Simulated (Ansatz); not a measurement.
La:

```xyz
4
Lattice="3.7700 0.0000 0.0000 -1.8850 3.2649 0.0000 0.0000 0.0000 12.1590" Properties=species:S:1:pos:R:3 pbc="T T T"
La    1.8850    1.0883    3.0398
La    0.0000    2.1766    9.1193
La    0.0000    0.0000    6.0795
La    0.0000    0.0000    0.0000
```

| Property | Result |
| --- | --- |
| Program | Ansatz 0.2.0 |
| Task | relaxation of cell and atoms |
| Functional | revPBE |
| Potentials or basis | Ansatz PAW |
| Cutoff | 420 eV (not typed: the program's choice for these potentials) |
| k mesh | 8 × 8 × 3 |
| Occupations | fermi-dirac, width 0.05 eV |
| Spin | no spin polarisation |

At the start: volume 37.42 Å³/atom.

Question: How do energy, volume and symmetry change on relaxing?

Answer: It ends after 4 steps and the volume is 38.50 Å³/atom (+2.9 %); space group P6_3/mmc (No. 194, to 0.05 Å).

Step by step:
| step | energy change (eV) | largest force (eV/Å) | volume (Å³) |
| --- | --- | --- | --- |
| 1 | 0.0000 | 0.0000 | 149.66 |
| 2 | -0.0087 | 0.0000 | 152.74 |
| 3 | -0.0095 | 0.0000 | 154.00 |
| 4 | -0.0096 | 0.0000 | 154.00 |

Final structure:
```yaml
crystal:
  lattice:
    - [3.80672, 0.00000, 0.00000]
    - [-1.90336, 3.29671, 0.00000]
    - [0.00000, 0.00000, 12.27115]
  atoms:
    - { symbol: La, position: [0.66667, 0.33333, 0.25000] }
    - { symbol: La, position: [0.33333, 0.66667, 0.75000] }
    - { symbol: La, position: [0.00000, 0.00000, 0.50000] }
    - { symbol: La, position: [0.00000, 0.00000, 0.00000] }
```

Caveat: the plane-wave basis is chosen anew once the cell has moved, so the energies of steps on either side of that aren't comparable; the PAW data sets come from PBE, with cores solved anew for the run's functional, which leaves a small shift of forces and pressure.
